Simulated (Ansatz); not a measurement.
# MgO: moving Mg off its site

MgO, Fm-3m, a = 4.214 Å. Ansatz: PBEsol, PAW, 420 eV, Γ-centred 6×6×6 mesh on 8 atoms, Gaussian smearing 0.05 eV; no spin polarisation.

```
CELL_PARAMETERS angstrom
4.21421 0.00000 0.00000
0.00000 -4.21421 0.00000
0.00000 0.00000 -4.21421
ATOMIC_POSITIONS crystal
Mg 0.00000 0.00000 0.00000
Mg 0.50000 0.50000 0.00000
Mg 0.50000 0.00000 0.50000
Mg 0.00000 0.50000 0.50000
O 0.50000 0.00000 0.00000
O 0.00000 0.50000 0.00000
O 0.00000 0.00000 0.50000
O 0.50000 0.50000 0.50000
```

Atom 1 (Mg) moves by x along the unit vector (-0.707, 0.707, 0.000), with its periodic images; all else is held. y is the free energy of the cell over the start, F the force along the path summed over the moved atoms. Symmetry makes y even in x.

```
 x (Å) y (meV) F (eV/Å)
-0.600        ?         ?
-0.300    457.3      3.20
 0.000      0.0      0.00
 0.075     27.2     -0.73
 0.150    109.9     -1.49
 0.225    251.5     -2.30
 0.375    734.1     -4.20
 0.450   1089.9     -5.31
 0.525   1533.1     -6.53
```

Q: Fit y = c2 x² + c4 x⁴ to the energies of the other rows, give the force constant, and predict energy and force of the missing row.

A: Least squares on the rows shown. y = 4856.1 x² + 2570.1 x⁴. The force constant is 2 c2 = 9.71 eV/Å² (for all images moving together, not for a lone atom). The force −dy/dx at the missing row is 8.05 eV/Å (computed 7.84). At x = -0.600 the fit asked for gives 2081.3 meV. The run gave 2071.5 meV, so the fit is 9.8 meV too high, a small miss on the scale of the series.